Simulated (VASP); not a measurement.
Input of a VASP 6.6.1 run:

INCAR

```
  ALGO = Normal
  EDIFF = 1E-7
  EDIFFG = -0.02
  ENCUT = 600
  IBRION = 2
  ISIF = 3
  ISMEAR = 1
  LASPH = True
  LCHARG = False
  LMIXTAU = True
  LREAL = False
  LWAVE = False
  METAGGA = R2SCAN
  NELM = 80
  NSW = 40
  PREC = Accurate
  SIGMA = 0.1
```

KPOINTS

```
k-points
0
Gamma
  10 10 10
```

Contents of POSCAR:

```
Hf
1.0
   -1.8050000000      1.8050000000      1.8050000000
    1.8050000000     -1.8050000000      1.8050000000
    1.8050000000      1.8050000000     -1.8050000000
Hf
1
Direct
    0.0000000000      0.0000000000      0.0000000000
```

Potentials or basis: VASP PAW PBE potentials, release 64 (Hf_pv).

Command:

```sh
$ cat potpaw_PBE.64/Hf_pv/POTCAR > POTCAR
$ mpirun -np 1 vasp_std > vasp.out
```

(1) Estimate the relaxed volume.

(2) Predict the relaxed cell.

(3) Estimate the band gap on the k mesh.

Results:

(1) 22.07 Å³/atom.

(2) a = 3.061 Å, b = 3.061 Å, c = 3.061 Å, α = 109.47°, β = 109.47°, γ = 109.47°.

(3) none (metal or under the smearing width).

Caveat: the PAW data sets were made with another functional, which shifts forces and pressure a little.
